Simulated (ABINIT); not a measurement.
Crystal: Ti.

```
CELL_PARAMETERS angstrom
4.56737 0.00000 0.00000
-2.28369 3.95546 0.00000
0.00000 0.00000 2.82624
ATOMIC_POSITIONS crystal
Ti 0.66667 0.33333 0.50000
Ti 0.33333 0.66667 0.50000
Ti 0.00000 0.00000 0.00000
```

This isn't the form of Ti at room conditions, which is hcp.

```yaml
Program: ABINIT 10.8.3 (patched build)
Task: relaxation of cell and atoms
Functional: PBEsol
Potentials_or_basis: JTH PAW PBE v2.0
Cutoff: 408 eV
k_mesh: 7 × 7 × 9
Occupations: fermi-dirac, width 0.05 eV
Spin: no spin polarisation
```

At the start: pressure -3.4 GPa; volume 17.02 Å³/atom.

Problem. How do energy, volume and symmetry change on relaxing?

Solution. Over 6 steps the energy falls by 5.6 meV/atom and the volume is 16.51 Å³/atom (-3.0 %); space group P6/mmm (No. 191, to 0.05 Å).

The path:
```csv
step,energy change (eV),largest force (eV/Å),pressure (GPa),volume (Å³)
1,0.0000,0.0000,-3.44,51.06
2,-0.0096,0.0000,-2.28,50.52
3,-0.0168,0.0000,0.07,49.51
4,-0.0168,0.0000,0.00,49.53
5,-0.0168,0.0000,-0.02,49.54
6,-0.0168,0.0000,-0.02,49.54
```

Final structure:
```xyz
3
Lattice="4.5194 0.0000 0.0000 -2.2597 3.9140 0.0000 0.0000 0.0000 2.8007" Properties=species:S:1:pos:R:3 pbc="T T T"
Ti    2.2597    1.3047    1.4003
Ti    0.0000    2.6093    1.4003
Ti    0.0000    0.0000    0.0000
```

Caveat: the PAW data sets were made with another functional, which shifts forces and pressure a little.
